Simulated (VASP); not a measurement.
Here is a VASP 6.6.1 calculation.

INCAR

```
  PREC = Accurate
  ENCUT = 520
  EDIFF = 1E-7
  ISMEAR = 0
  SIGMA = 0.02
  LREAL = F
  LASPH = T
  NELM = 100
  ALGO = Normal
  ISIF = 2
  LWAVE = F
  LCHARG = F
  GGA = PE
  IVDW = 12
  LEPSILON = T
```

The input KPOINTS:

```
Automatic mesh
0
Gamma
  3 3 3
```

POSCAR

```
Sb                                      
1.0
    2.1953448279      1.2674829275      3.6774382507
   -2.1953448279      1.2674829275      3.6774382507
    0.0000000000     -2.5349658549      3.6774382507
  Sb            
     2
Direct
     0.2318011591601916    0.2318011591601916    0.2318011591601916
     0.7681988408398084    0.7681988408398084    0.7681988408398084
```

Potentials or basis: VASP PAW PBE potentials, release 64 (Sb).

The run is started by

```sh
$ cat potpaw_PBE.64/Sb/POTCAR > POTCAR
$ mpirun -np 1 vasp_std > vasp.out
```

Q: Predict the electronic dielectric tensor (diagonal).

A: 14.31, 14.31, 13.03.

Q: Predict the Born charges (mean of the diagonal).

A: Sb +0.00 e.

Q: What does it give for the band gap on the k mesh?

A: 1.42 eV, indirect (least direct gap 1.43 eV).

Electronic dielectric tensor:
```
14.31  0.00  0.00
 0.00 14.31  0.00
 0.00  0.00 13.03
```

Caveat: the k mesh is coarse (spacing up to 0.58 Å⁻¹), so the values aren't converged; spin-orbit coupling is left out, which moves the levels of the heavy elements; an odd mesh through Γ misses points on the zone boundary, where band edges often lie. PBE gaps usually lie below the measured ones, often by a third to a half.
